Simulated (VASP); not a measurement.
## BN in VASP 6.6.1, single-point calculation

INCAR

```
ISIF = 2
NELM = 120
GGA = PE
EDIFF = 1E-7
ISMEAR = -5
LCHARG = .FALSE.
LASPH = .TRUE.
PREC = Accurate
NBANDS = 16
SIGMA = 0.1
LWAVE = .FALSE.
IBRION = -1
ENCUT = 520
LREAL = .FALSE.
NSW = 0
```

KPOINTS

```
KPOINTS created by Atomic Simulation Environment
0
Gamma
12 12 6
0 0 0
```

POSCAR

```
B  N
 1.0000000000000000
     2.5439493142340242    0.0000000000000000    0.0000000000000000
    -1.2719746571170121    2.2031247320666667   -0.0000000000000000
     0.0000000000000000   -0.0000000000000000    4.2078167784816056
 B   N
   2   2
Cartesian
  1.2719746571170119  0.7343749106888888  0.0008566025894533
 -0.0000000000000000  1.4687498213777777  2.1047649918302564
  1.2719746571170119  0.7343749106888888  1.5770746893411491
 -0.0000000000000000  1.4687498213777777  3.6809830785819524
```

The recommended PBE PAW datasets give the neutral cell 16 valence electrons.

Command

```
mpirun -np 1 vasp_std
```

OSZICAR

```
N       E                     dE             d eps       ncg     rms          rms(c)
DAV:   1     0.399122805297E+02    0.39912E+02   -0.83786E+03  2432   0.976E+02
DAV:   2    -0.345089627462E+02   -0.74421E+02   -0.70182E+02  3512   0.232E+02
DAV:   3    -0.367726342935E+02   -0.22637E+01   -0.22591E+01  2768   0.374E+01
DAV:   4    -0.367779107025E+02   -0.52764E-02   -0.52762E-02  2912   0.205E+00
DAV:   5    -0.367779249802E+02   -0.14278E-04   -0.14278E-04  2688   0.984E-02    0.951E+00
DAV:   6    -0.349945142110E+02    0.17834E+01   -0.22338E+00  3056   0.136E+01    0.452E+00
DAV:   7    -0.348561977279E+02    0.13832E+00   -0.32370E-01  3104   0.458E+00    0.275E+00
DAV:   8    -0.348285157191E+02    0.27682E-01   -0.53412E-02  2816   0.188E+00    0.259E-01
DAV:   9    -0.348273111935E+02    0.12045E-02   -0.19058E-03  2784   0.521E-01    0.135E-01
DAV:  10    -0.348275848463E+02   -0.27365E-03   -0.48007E-04  2856   0.171E-01    0.253E-02
DAV:  11    -0.348275917764E+02   -0.69300E-05   -0.32206E-05  3040   0.551E-02    0.149E-02
DAV:  12    -0.348275927072E+02   -0.93080E-06   -0.56829E-06  2880   0.237E-02    0.203E-03
DAV:  13    -0.348275927980E+02   -0.90860E-07   -0.16034E-07  2216   0.396E-03
   1 F= -.34827593E+02 E0= -.34827593E+02  d E =0.000000E+00
```

From OUTCAR

```
k-points           NKPTS =     76   k-points in BZ     NKDIM =     76   number of bands    NBANDS=     16

   NELECT =      16.0000    total number of electrons

   dimension x,y,z NGX =    20 NGY =   20 NGZ =   32
   dimension x,y,z NGXF=    40 NGYF=   40 NGZF=   64

  energy-cutoff  :      520.00
  volume of cell :       23.58
      direct lattice vectors                 reciprocal lattice vectors
     2.543949314  0.000000000  0.000000000     0.393089593  0.226950382  0.000000000
    -1.271974657  2.203124732  0.000000000     0.000000000  0.453900764  0.000000000
     0.000000000  0.000000000  4.207816778     0.000000000  0.000000000  0.237652933

 k-points in reciprocal lattice and weights: KPOINTS created by Atomic Simulation Env
   0.00000000  0.00000000  0.00000000       0.001
   0.08333333  0.00000000  0.00000000       0.007
   0.16666667  0.00000000  0.00000000       0.007
   0.25000000 -0.00000000  0.00000000       0.007
   0.33333333  0.00000000  0.00000000       0.007
   0.41666667 -0.00000000  0.00000000       0.007
   0.50000000 -0.00000000  0.00000000       0.003
   0.08333333  0.08333333  0.00000000       0.007
   ...

 E-fermi :   7.7043

 k-point     1 :       0.0000    0.0000    0.0000
  band No.  band energies     occupation
      1     -12.8455      2.00000
      2      -8.6822      2.00000
      3      -3.3541      2.00000
      4       5.4547      2.00000
      5       5.4547      2.00000
      6       7.3144      2.00000
      7       7.5827      2.00000
      8       7.5827      2.00000
      9      15.9671      0.00000
     10      15.9671      0.00000
     11      16.2012      0.00000
     12      17.1420      0.00000
     13      18.3977      0.00000
     14      19.5006      0.00000
     15      19.5006      0.00000
     16      23.8289      0.00000

 k-point     2 :       0.0833    0.0000    0.0000
  band No.  band energies     occupation
      1     -12.6940      2.00000
      2      -8.5661      2.00000
      3      -3.2041      2.00000
      4       4.7614      2.00000
      5       5.1711      2.00000
      6       7.0068      2.00000
      7       7.1670      2.00000
      8       7.4242      2.00000
      9      15.7221      0.00000
     10      16.2715      0.00000
     11      16.4575      0.00000
     12      17.6298      0.00000
     13      18.8838      0.00000
     14      19.5890      0.00000
     15      19.9425      0.00000
     16      23.5977      0.00000

 k-point     3 :       0.1667    0.0000    0.0000
  band No.  band energies     occupation
      1     -12.2445      2.00000
      2      -8.2336      2.00000
      3      -2.7597      2.00000
      4       3.0946      2.00000
      5       4.5059      2.00000
      6       5.5914      2.00000
      7       6.7155      2.00000
      8       6.9909      2.00000
      9      15.3139      0.00000
     10      16.8368      0.00000
     11      16.9930      0.00000
     12      18.4996      0.00000
     13      19.4166      0.00000
     14      20.5734      0.00000
     15      21.0925      0.00000
     16      22.9310      0.00000

 ...

  Total        0.7345526      0.7345526      0.7102273      0.0000000      0.0000000      0.0000000
  in kB       49.9032808     49.9032808     48.2506946      0.0000000      0.0000000      0.0000000
  external PRESSURE =      49.3524187 kB  Pullay stress =       0.0000000 kB

 POSITION                                       TOTAL-FORCE (eV/Angst)
 -----------------------------------------------------------------------------------
      1.27197      0.73437      0.00086        -0.000000      0.000000      0.008806
      0.00000      1.46875      2.10476        -0.000000      0.000000      0.008806
      1.27197      0.73437      1.57707         0.000000     -0.000000     -0.008806
      0.00000      1.46875      3.68098        -0.000000      0.000000     -0.008806
 -----------------------------------------------------------------------------------
    total drift:                               -0.000000     -0.000000     -0.000186

  FREE ENERGIE OF THE ION-ELECTRON SYSTEM (eV)
  ---------------------------------------------------
  free  energy   TOTEN  =       -34.8275927980 eV

  energy  without entropy=      -34.8275927980  energy(sigma->0) =      -34.82759280
```

It converged. Results: gap between bands v and c on the k mesh 5.19 eV; least direct gap on the k mesh 8.30 eV; pressure 4.9 GPa. Band v is the last that the valence electrons fill when counted band by band, and c is the next.

For comparison, a separate PBE run of the intended cell, on usual settings and not on those above, gives a gap of 5.19 eV on its mesh and a pressure of 4.9 GPa.

The run above took about 20 s on one core of a shared host (Intel Xeon Platinum 8488C) and held 0.15 GiB at most.
